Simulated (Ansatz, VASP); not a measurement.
# One calculation of Tl, two programs

The input INCAR:

```
SYSTEM = Tl
  PREC = Accurate
  ENCUT = 520
  EDIFF = 1E-6
  ISMEAR = 0
  SIGMA = 0.15
  LREAL = .False.
  LASPH = .True.
  NELM = 80
  ALGO = Normal
  ISIF = 2
  LWAVE = .False.
  LCHARG = .False.
  GGA = PS
  NBANDS = 12
```

The input KPOINTS:

```
Automatic mesh
0
Gamma
  18 18 18
  0 0 0
```

File POSCAR:

```
Tl
1.0
   -1.7857200000      1.7857200000      1.7857200000
    1.7857200000     -1.7857200000      1.7857200000
    1.7857200000      1.7857200000     -1.7857200000
Tl
1
Direct
    0.0000000000      0.0000000000      0.0000000000
```

Input for Ansatz:

```yaml
crystal:
  lattice:
    - [-1.78572, 1.78572, 1.78572]
    - [1.78572, -1.78572, 1.78572]
    - [1.78572, 1.78572, -1.78572]
  atoms:
    - { symbol: Tl, position: [0.0, 0.0, 0.0] }
basis:
  ecutwfc: 420
kpoints:
  mp_grid: { grid: [18, 18, 18] }
hamiltonian:
  xc: pbesol
scf:
  occupations: { method: gaussian, width: 0.15 }
output:
  forces: true
  stress: true
  eigenvalues: true
```

Change from the starting cell: strain -0.080 along x and y, -0.080 along z, atoms carried along.

Alike in both runs: task single point; functional PBEsol; k mesh 18 × 18 × 18; occupations gaussian, width 0.15 eV; no spin polarisation.

|  | VASP | Ansatz |
| --- | --- | --- |
| version | VASP 6.6.1 | Ansatz 0.2.0 |
| potentials or method | VASP PAW PBE potentials, release 64 (Tl_d) | scalar-relativistic, plane waves, PAW |
| plane-wave cutoff (eV) | 520 | 420 |
| valence electrons in the cell | 13 | 13 |

|  | VASP | Ansatz | Ansatz less VASP |
| --- | --- | --- | --- |
| gap on the k mesh at the Fermi level (eV) | none | none | - |
| pressure (GPa) | 15.3 | 15.3 | +0.05 |

A gap of «none» marks a metal or a gap that the smearing closes. The functional is the same, so the differences come from potentials, cutoffs and numerics.

Caveats: so large a pressure means that the cell lies far from this level's equilibrium, or that cutoff or potentials fall short (VASP); the potentials were made for another functional, which shifts forces and pressure (VASP). The runs have no spin-orbit coupling, so splittings on Tl are missing.
